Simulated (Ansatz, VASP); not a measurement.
## Sc in VASP and in Ansatz

Contents of INCAR:

```
SYSTEM = Sc
PREC     = Accurate       ! precision mode
ENCUT    = 520            ! plane-wave cutoff, eV
EDIFF    = 1E-7           ! SCF threshold, eV
ISMEAR   = -1             ! smearing method
SIGMA    = 0.1            ! smearing width, eV
LREAL    = .False.        ! projectors in reciprocal space
LASPH    = .True.         ! aspherical terms in the spheres
NELM     = 80             ! most SCF steps
ALGO     = Normal         ! electronic algorithm
ISIF     = 2              ! what is computed and relaxed
LWAVE    = .False.        ! write WAVECAR
LCHARG   = .False.        ! write CHGCAR
GGA      = CA             ! functional
NBANDS   = 12             ! bands
```

KPOINTS

```
regular mesh
0
Gamma
  15 15 15
  0 0 0
```

Contents of POSCAR:

```
Sc
1.0
    0.0000000000      1.6500825507      1.6500825507
    1.6500825507      0.0000000000      1.6500825507
    1.6500825507      1.6500825507      0.0000000000
Sc
1
Direct
    0.0000000000      0.0000000000      0.0000000000
```

Input for Ansatz:

```yaml
crystal:
  lattice:
    - [0.0, 1.6500825507, 1.6500825507]
    - [1.6500825507, 0.0, 1.6500825507]
    - [1.6500825507, 1.6500825507, 0.0]
  atoms:
    - { symbol: Sc, position: [0.0, 0.0, 0.0] }
kpoints:
  mp_grid: { grid: [15, 15, 15] }
  band_path:
    path:
      - [0.0, 0.0, 0.0]
      - [0.5, 0.0, 0.5]
      - [0.625, 0.25, 0.625]
      - [0.375, 0.375, 0.75]
      - [0.0, 0.0, 0.0]
      - [0.5, 0.5, 0.5]
      - [0.5, 0.25, 0.75]
      - [0.5, 0.0, 0.5]
    npoints: 8
scf:
  occupations: { method: fermi_dirac, width: 0.1 }
hamiltonian:
  xc: lda
  pseudopotentials: { kind: paw }
output:
  forces: true
  stress: true
  eigenvalues: true
  populations: true
  dos: { projected: true, de: 0.2, e_range: [-14, 8] }
  write_density: true
  write_potential: true
  elf: true
  volumetric_format: npy
```

Change from the starting cell: volume scaled by 0.4, PAW files.

Alike in both runs: task single point; functional LDA; k mesh 15 × 15 × 15; occupations fermi-dirac, width 0.1 eV; no spin polarisation.

```csv
,VASP,Ansatz
version,VASP 6.6.1,Ansatz 0.2.0
potentials or method,"VASP PAW LDA potentials, release 64 (Sc_sv)","PAW with Ansatz's default frozen-core files, scalar-relativistic"
plane-wave cutoff (eV),520,420
valence electrons in the cell,11,11
```

|  | VASP | Ansatz | Ansatz less VASP |
| --- | --- | --- | --- |
| pressure (GPa) | 192.1 | 184.6 | -7.51 |

Caveats: the cell as given lies far from equilibrium; so large a pressure means that the cell lies far from this level's equilibrium, or that cutoff or potentials fall short (VASP).
